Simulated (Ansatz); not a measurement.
Rh (space group Fm-3m) relaxed with several functionals in Ansatz (plane waves to 420 eV, scalar-relativistic PAW, no spin-orbit coupling, symmetry kept). The database cell has 13.67 Å³/atom; its temperature or method isn't stated, so the comparison with it is no error of the functional. No moments.

```tsv
functional	conventional cell	V (Å³/atom)	against the database cell (%)	gap on mesh (eV)	largest moment (μB)
PBE	a = 3.830 Å, b = 3.830 Å, c = 3.830 Å, α = 90.00°, β = 90.00°, γ = 90.00°	14.05	2.7	0.00	0.00
PBEsol	a = 3.780 Å, b = 3.780 Å, c = 3.780 Å, α = 90.00°, β = 90.00°, γ = 90.00°	13.50	-1.2	0.00	0.00
PBE+D3(BJ)	a = 3.793 Å, b = 3.793 Å, c = 3.793 Å, α = 90.00°, β = 90.00°, γ = 90.00°	13.65	-0.2	0.00	0.00
```